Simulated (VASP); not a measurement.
Runs of VASP 6.6.1 on CdSe (Cadmoselite). The structure is hexagonal, space group P6_3mc (No. 186). Conventional cell: a = 4.310 Å, b = 4.310 Å, c = 7.035 Å, α = 90.00°, β = 90.00°, γ = 120.00°. Cd (site symmetry 3m) has 4 Se at 2.64 Å as nearest neighbours. Around Se (site symmetry 3m) lie 4 Cd at 2.64 Å. 

```csv
task,level,potentials or basis,spin,cell,k mesh,cutoff (eV),monkhorst-Pack mesh,gap on the mesh (eV),pressure (GPa)
relaxation of cell and atoms,PBEsol,"VASP PAW PBE potentials, release 64 (Cd, Se)",off,relaxed,9 × 9 × 4,600,-,(a),0.0
band structure,PBE,"VASP PAW PBE potentials, release 64 (Cd, Se)","SOC, no magnetisation",as given,6 × 6 × 3,520,-,-,2.8
band structure,r2SCAN,"VASP PAW PBE potentials, release 64 (Cd, Se)",off,as given,9 × 9 × 4,520,-,1.14,1.3
optical spectrum,PBE,"VASP PAW PBE potentials, release 64 (Cd, Se)",off,as given,9 × 9 × 4,520,-,0.65,2.9
band structure,LDA,"VASP PAW LDA potentials, release 64 (Cd, Se)",off,as given,9 × 9 × 4,520,-,0.41,(b)
dielectric tensor,PBE,"VASP PAW PBE potentials, release 64 (Cd, Se)",off,as given,12 × 12 × 6,520,no,0.65,-
band structure,PBE,"VASP PAW PBE potentials, release 64 (Cd, Se)",off,as given,9 × 9 × 4,520,-,0.65,2.9
```

Alike in all rows: smearing gaussian 0.03 eV.

Estimate the missing entries.

(a) 0.53; (b) -1.8.

Caveats: the PAW data sets were made with another functional, which shifts forces and pressure a little (some runs); the relaxation stopped at its first step, so nothing moved (some runs); spectra need much finer meshes, so this one isn't converged (some runs); independent-particle spectra lack excitons (some runs); the gap is small at this level, which inflates the dielectric constant (some runs).

A k mesh can miss the band edges, and rows without SOC leave out spin-orbit coupling on Cd, Se.
